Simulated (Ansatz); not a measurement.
Density of states of AlCu (Pm-3m, a = 2.956 Å, b = 2.956 Å, c = 2.956 Å, α = 90.00°, β = 90.00°, γ = 90.00°), in states per eV and primitive cell, averaged over bins of 0.5 eV. Computed with Ansatz 0.2.0, DFT PBEsol, scalar-relativistic, plane waves, PAW.

Settings: cutoff 420 eV, Γ-centred mesh 14×14×14 on the computed 2-atom cell, Gaussian smearing of 0.10 eV; no spin polarisation.

The cell is relaxed at this level. The states (both spins) are summed by tetrahedra on a 21×21×21 mesh at the self-consistent density. Energies are bin centres; the table starts no lower than −8 eV and ends at 6 eV, or lower where the solved bands end.

It is a metal at this level.

| E − E_F (eV) | total | Cu 3d | Al 3p | Al 3s | Cu 4s |
| --- | --- | --- | --- | --- | --- |
| -7.80 | 0.48 | 0.07 | 0.20 | 0.16 | 0.06 |
| -7.30 | 0.59 | 0.14 | 0.21 | 0.19 | 0.04 |
| -6.80 | 0.81 | 0.33 | 0.23 | 0.21 | 0.04 |
| -6.30 | 0.78 | 0.38 | 0.23 | 0.13 | 0.04 |
| -5.80 | 1.15 | 0.67 | 0.31 | 0.09 | 0.08 |
| -5.30 | 2.97 | 2.34 | 0.46 | 0.07 | 0.07 |
| -4.80 | 4.01 | 3.65 | 0.33 | 0.00 | 0.01 |
| -4.30 | 8.67 | 8.22 | 0.32 | 0.03 | 0.06 |
| -3.80 | 1.98 | 1.70 | 0.21 | 0.02 | 0.02 |
| -3.30 | 0.97 | 0.65 | 0.24 | 0.02 | 0.05 |
| -2.80 | 1.02 | 0.54 | 0.35 | 0.05 | 0.06 |
| -2.30 | 0.72 | 0.27 | 0.32 | 0.06 | 0.04 |
| -1.80 | 0.57 | 0.16 | 0.29 | 0.06 | 0.03 |
| -1.30 | 0.45 | 0.10 | 0.25 | 0.05 | 0.02 |
| -0.80 | 0.38 | 0.07 | 0.20 | 0.04 | 0.04 |
| -0.30 | 0.47 | 0.06 | 0.15 | 0.06 | 0.14 |
| 0.20 | 0.70 | 0.09 | 0.17 | 0.18 | 0.17 |
| 0.70 | 0.87 | 0.09 | 0.26 | 0.22 | 0.14 |
| 1.20 | 0.73 | 0.07 | 0.27 | 0.19 | 0.10 |
| 1.70 | 0.71 | 0.05 | 0.26 | 0.19 | 0.09 |
| 2.20 | 0.73 | 0.04 | 0.27 | 0.19 | 0.10 |
| 2.70 | 0.75 | 0.04 | 0.32 | 0.16 | 0.10 |
| 3.20 | 0.79 | 0.04 | 0.37 | 0.14 | 0.11 |
| 3.70 | 0.85 | 0.03 | 0.42 | 0.12 | 0.12 |

The columns after the total are the Löwdin projections on the occupied valence shells of the potentials. The rest of the total lies in shells that are empty in the free atom, which aren't projected, and between the atoms.

Whether AlCu exists in this form wasn't checked.